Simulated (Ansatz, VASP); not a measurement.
## Two plane-wave programs on HfO2

Contents of INCAR:

```
SYSTEM = HfO2
PREC = Accurate
ENCUT = 600
EDIFF = 1E-7
ISMEAR = 0
SIGMA = 0.02
LREAL = .False.
LASPH = .True.
NELM = 100
ALGO = Normal
ISIF = 3
LWAVE = .False.
LCHARG = .False.
GGA = PS
IBRION = 2
NSW = 100
EDIFFG = -0.005
```

File KPOINTS:

```
regular mesh
0
Gamma
  8 8 8
  0 0 0
```

The input POSCAR:

```
HfO2
1.0
    0.0000000000      2.5234995116      2.5234995116
    2.5234995116      0.0000000000      2.5234995116
    2.5234995116      2.5234995116      0.0000000000
Hf O
1 2
Direct
    0.0000000000      0.0000000000      0.0000000000
    0.2500000000      0.2500000000      0.2500000000
    0.7500000000      0.7500000000      0.7500000000
```

Input for Ansatz:

```yaml
crystal:
  lattice:
    - [0.0, 2.5234995102, 2.5234995102]
    - [2.5234995102, 0.0, 2.5234995102]
    - [2.5234995102, 2.5234995102, 0.0]
  atoms:
    - { symbol: Hf, position: [0.0, 0.0, 0.0] }
    - { symbol: O, position: [0.25, 0.25, 0.25] }
    - { symbol: O, position: [0.75, 0.75, 0.75] }
basis:
  ecutwfc: 420
kpoints:
  mp_grid: { grid: [8, 8, 8] }
hamiltonian:
  xc: pbesol
scf:
  occupations: { method: gaussian, width: 0.02 }
output:
  forces: true
  stress: true
  eigenvalues: true
relax:
  adjacent_minimum: "off"
  f_tol: 0.005
  max_steps: 80
  cell: { stress_tol: 0.05 }
```

Measurements of this composition are mostly on another form, of space group No. 14.

Alike in both runs: task relaxation of cell and atoms; functional PBEsol; k mesh 8 × 8 × 8; occupations gaussian, width 0.02 eV; no spin polarisation.

|  | VASP | Ansatz |
| --- | --- | --- |
| version | VASP 6.6.1 | Ansatz 0.2.0 |
| potentials or method | VASP PAW PBE potentials, release 64 (Hf_pv, O) | scalar-relativistic, plane waves, PAW |
| plane-wave cutoff (eV) | 600 | 420 |
| valence electrons in the cell | 22 | 38 |

```csv
,VASP,Ansatz,Ansatz less VASP
"gap on the k mesh at the Fermi level, each at its own relaxed structure (eV)",3.75,3.69,-0.062
relaxed volume (Å³/atom),10.54,10.69,+0.158
relaxed cell length with the largest relative difference (Å),3.549,3.567,+0.0177
energy change over the relaxation (meV/atom),-3,0,+2.5
```

The two sets of potentials don't hold the same shells in valence.

Caveats: the PAW data sets were made with another functional, which shifts forces and pressure a little (VASP); spin-orbit coupling is left out, which moves the levels of the heavy elements. A k mesh can miss the band edges. As with any semilocal functional, this PBEsol gap is likely too small.
